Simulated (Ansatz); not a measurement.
Antifluorite Li2S, relaxed with r2SCAN in Ansatz: space group Fm-3m (No. 225), cubic; conventional cell a = 5.691 Å, 15.36 Å³ an atom. S is surrounded by 8 Li at 2.46 Å; Li is surrounded by 4 S at 2.46 Å. The cell was then strained (x, y and z are the cube axes), with the atoms relaxed again; stress is positive in compression. Calculated for a static, non-magnetic cell.

- Uniaxial +1.5 % along x, other directions held: r2SCAN's stress changes by -1.30 GPa along the strain and -0.27 GPa across it.
- Isotropic -1.0 % on every length: the pressure changes by +1.35 GPa, and the HSE06 gap (Γ → X) goes from 4.335 to 4.316 eV.
- Epitaxial strain of +0.6 % in the (001) plane: the free normal strain is -0.30 % and the in-plane stress changes by -0.58 GPa.
- In that film r2SCAN's threefold valence top at Γ splits as 1+2 from the top, by 0.029 eV.

Question: Estimate C₁₁, C₁₂ and the bulk modulus from the uniaxial step.

Answer: With compression positive, C₁₁ ≈ −Δσ∥/ε = (+1.30)/(+0.0150) = 87 GPa and C₁₂ ≈ (+0.27)/(+0.0150) = 18 GPa; B = (C₁₁ + 2C₁₂)/3 = 41 GPa. A one-sided step carries third-order terms: it reads low by some per cent.

Question: What bulk modulus does the isotropic step give?

Answer: Δ ln V = 3 ln(0.9900) = -0.0302, so B ≈ −ΔP/Δ ln V = 45 GPa, against 41 GPa from C₁₁ and C₁₂; one-sided steps of finite size carry third-order terms.

Question: Give the volume deformation potential of that gap and its pressure coefficient.

Answer: a_V = ΔE_g/Δ ln V = (-0.019)/(-0.0302) = +0.63 eV; dE_g/dP = −a_V/B = -14 meV/GPa, with HSE06's gap and r2SCAN's modulus.

Question: What do the film's normal strain and stress say about the elastic constants?

Answer: ε⊥/ε∥ = (-0.0030)/(+0.0060) = -0.50, which linear elasticity sets to −2C₁₂/C₁₁ = -0.42 from the uniaxial step. The biaxial modulus is M = −Δσ/ε∥ = 97 GPa (C₁₁ + C₁₂ − 2C₁₂²/C₁₁ = 97 GPa).

Question: How much elastic energy does the film store, with 15.36 Å³ an atom?

Answer: u = M ε∥² = −Δσ ε∥ = +0.58 × (+0.0060) = 0.0035 GPa, and 1 GPa Å³ is 6.2415 meV: 0.33 meV an atom. The total energies of the two runs differ by 0.34 meV an atom.

Question: Extract the shear deformation potential b.

Answer: Without spin-orbit coupling the splitting is 3|b| |ε_zz − ε_xx| = 3|b| × 0.0090, so |b| = 0.029/0.0270 = 1.07 eV.

Where an edge lies off the special points, it is a point of the mesh or the k point where a search put PBE's edge or least direct gap, reused for the other functionals, whose own edges may lie a little apart.

The meshes of the hybrids are coarse, so their gaps aren't converged to the digits shown.
